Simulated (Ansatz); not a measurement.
Cd, DFT, PBE, all-electron PAW with datasets made for the crystal, scalar-relativistic (Ansatz 0.2.0), run on 1 thread of Arm Neoverse V1 on a shared host.

The cell is COD entry 9008490, as deposited and not checked against the literature; nothing was relaxed. The listed cell was then made from it by scaling, straining or moving an atom.

Command: `ansatz run input.yaml --threads 1 --pin off --max-ram 2048MiB --backend cpu --events-out ev --progress --plain --runs-dir out`

```yaml
crystal:
  lattice:
    - [2.9788725081, 0.0, 0.0]
    - [-1.489436254, 2.5797792666, 0.0]
    - [0.0, 0.0, 5.61765]
  atoms:
    - { symbol: Cd, position: [0.3944761432, 0.7114263101, 0.2705548583] }
    - { symbol: Cd, position: [0.6666666667, 0.3333333333, 0.75] }
kpoints:
  mp_grid: { grid: [16, 16, 7] }
scf:
  occupations: { method: fermi_dirac, width: 0.05 }
hamiltonian:
  xc: pbe
  pseudopotentials: { kind: all_electron, datasets: crystal }
output:
  forces: true
  stress: true
  eigenvalues: true
  efg: { contact_densities: true }
```

**Question.** How large is the problem that the program sets up?

**Answer.** 898 irreducible k-points, 399 plane waves at Γ, 17 bands.

**Question.** About how long does it take, and how much memory does it use?

**Answer.** 93 s of wall time for 9 SCF iterations, with a peak of 1.3 GiB. Times on shared machines scatter by tens of per cent.

**Question.** And the same cell and mesh by LAPW (all electrons), asked for forces, stress, eigenvalues, on the same hardware?

**Answer.** 3 min, peak memory 1.8 GiB.

**Question.** And the same cell and mesh by PAW with the default files, asked for forces, stress, eigenvalues, efg, on the same hardware?

**Answer.** 37 s, peak memory 0.85 GiB.
